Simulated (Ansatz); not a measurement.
Crystal: Ca.

```
Ca
1.0
     3.98000    0.00000    0.00000
    -1.99000    3.44678    0.00000
     0.00000    0.00000    6.52000
Ca
2
Direct
  0.66667 0.33333 0.75000
  0.33333 0.66667 0.25000
```

This isn't the form of Ca at room conditions, which is fcc.

| Property | Result |
| --- | --- |
| Program | Ansatz 0.2.0 |
| Task | relaxation of cell and atoms |
| Functional | PBE |
| Dispersion | D3(BJ) |
| Potentials or basis | all-electron LAPW, scalar-relativistic |
| Basis error allowed | 0.001 eV/atom |
| k mesh | 8 × 8 × 4 |
| Occupations | fermi-dirac, width 0.05 eV |
| Spin | no spin polarisation |

At the start: volume 44.72 Å³/atom.

Task: How do energy, volume and symmetry change on relaxing?

Result: Over 5 steps the energy falls by 23.6 meV/atom and the volume is 40.41 Å³/atom (-9.6 %); space group P6_3/mmc (No. 194, to 0.05 Å).

Step by step:
```tsv
step	energy change (eV)	largest force (eV/Å)	volume (Å³)
1	0.0000	0.0000	89.44
2	-0.0322	0.0000	85.48
3	-0.0468	0.0000	80.13
4	-0.0471	0.0000	80.82
5	-0.0471	0.0000	80.82
```

Final structure:
```
CELL_PARAMETERS angstrom
3.83315 0.00000 0.00000
-1.91657 3.31960 0.00000
0.00000 0.00000 6.35143
ATOMIC_POSITIONS crystal
Ca 0.66667 0.33333 0.75000
Ca 0.33333 0.66667 0.25000
```
